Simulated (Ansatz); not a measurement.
How far is this LiH from the hull?

The calculation used Ansatz, DFT PBE, scalar-relativistic, plane waves, PAW. All cells share a 420 eV cutoff and Γ-centred k meshes spaced at most about 0.3 Å⁻¹ (2π included). No spin polarisation.

Formation energies are uncorrected and refer to the elements' standard structures at the same level (H₂ as a molecule).

These are static total energies at zero pressure. With hydrogen, zero-point motion can shift formation energies by some tens of meV/atom.

The competitors are the elements and 1 reference phase of this chemical system (from databases or known types: LiH), relaxed at the same level; other known phases may be missing.

The candidate was reached from: TiNb type (Cmmm).

```cif
data_structure
_symmetry_space_group_name_H-M 'Cmmm'
_symmetry_Int_Tables_number 65
_cell_length_a 2.7573
_cell_length_b 5.4932
_cell_length_c 2.6386
_cell_angle_alpha 90.000
_cell_angle_beta 90.000
_cell_angle_gamma 90.000
_cell_volume 39.96
loop_
_atom_site_label
_atom_site_type_symbol
_atom_site_symmetry_multiplicity
_atom_site_Wyckoff_symbol
_atom_site_fract_x
_atom_site_fract_y
_atom_site_fract_z
_atom_site_occupancy
Li1 Li 2 c 0.50000 0.00000 0.50000 1
H1 H 2 a 0.00000 0.00000 0.00000 1
```

Problem. Where does it stand against these competitors?

Solution. Not the lowest form: another structure of the same formula lies lower. Its formation energy is -0.257 eV/atom. The lowest competing phase at this composition is this:

| phase | space group | source | share of atoms | ΔE_f (eV/atom) |
| --- | --- | --- | --- | --- |
| LiH | Fm-3m (No. 225) | textbook type | 1.0000 | -0.417 |

The candidate lies 160 meV/atom above this phase. The candidate matches no cell in the subsets of the Crystallography Open Database and the Materials Project at hand. It is metastable at best. Whether it is a true minimum wasn't tested by phonons.
